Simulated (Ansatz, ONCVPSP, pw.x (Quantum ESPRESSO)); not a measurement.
## Mo (fcc): variants of one ONCV potential in the solid

| Property | Result |
| --- | --- |
| Element | Mo (Z = 42) |
| Generator | ONCVPSP 4.0.1.1 (patched build) |
| Type | optimised norm-conserving Vanderbilt (ONCV) |
| Functional | PBE |
| Relativity | scalar-relativistic |
| Frozen core | [Ar] 3d10 |
| Valence charge | 14 |
| Reference configuration | 4s2 4p6 4d5 5s1 |
| Partial waves | 4s+5s: rc 1.80 bohr, ncon 4, nbas 7, qcut 7.3 1/bohr, 2 projectors; 4p: rc 1.20 bohr, ncon 3, nbas 7, qcut 7.8 1/bohr, 1 projector; 4d: rc 1.80 bohr, ncon 4, nbas 8, qcut 5.9 1/bohr, 2 projectors, debl 1.6 Ha |
| Local potential | polynomial inside 0.95 bohr (lpopt 5, dvloc0 3 Ha) |
| Core correction | Teter function, fcfact 2.75, rcfact 1.65 |

Crystal test: fcc Mo in pw.x 7.5, no spin, 14³ k-points, Fermi–Dirac smearing 0.01 Ry, cutoffs set for each file from its atomic test. The reference is all-electron LAPW (Ansatz 0.2.0) with the same functional, mesh and smearing; V0 and B0 come from Birch–Murnaghan fits to the pressures at five volumes. Errors are pseudo minus all-electron; Δ is the rms difference of the E(V) curves that follow from these fits, minima aligned, over ±6 % about the mean V0. Mesh and smearing are coarse, so the numbers serve the comparison and aren't converged zero-temperature values; the lattice is a test structure that the element need not adopt.

All-electron: a0 = 4.005 Å (V0 = 16.06 Å³/atom), B0 = 235.3 GPa.

2 further variants are left out: they gave no file fit for a test, a broken result, the same result as the base, or pressures whose basis-set error rivals the error shown.

```csv
change,cutoffs (Ry),pw.x,a0 (Å),a0 error (%),B0 error (%),Δ (meV/atom),mean pressure error (GPa)
base,165/660,converged,4.000,-0.13,+1.5,3.2,-0.91
"local potential polynomial inside 0.95 bohr (lpopt 5, dvloc0 -2.5 Ha)",165/660,converged,3.996,-0.21,+2.1,5.2,-1.50
d: nbas 9,165/660,converged,3.999,-0.14,+1.5,3.4,-0.97
```

(1) Give the row for: s: qcut 4.4.

Answers

(1) pw.x: converged; mean pressure error (GPa): -0.89; a0 (Å): 4.000; a0 error (%): -0.12; B0 error (%): +1.4; Δ (meV/atom): 3.1.
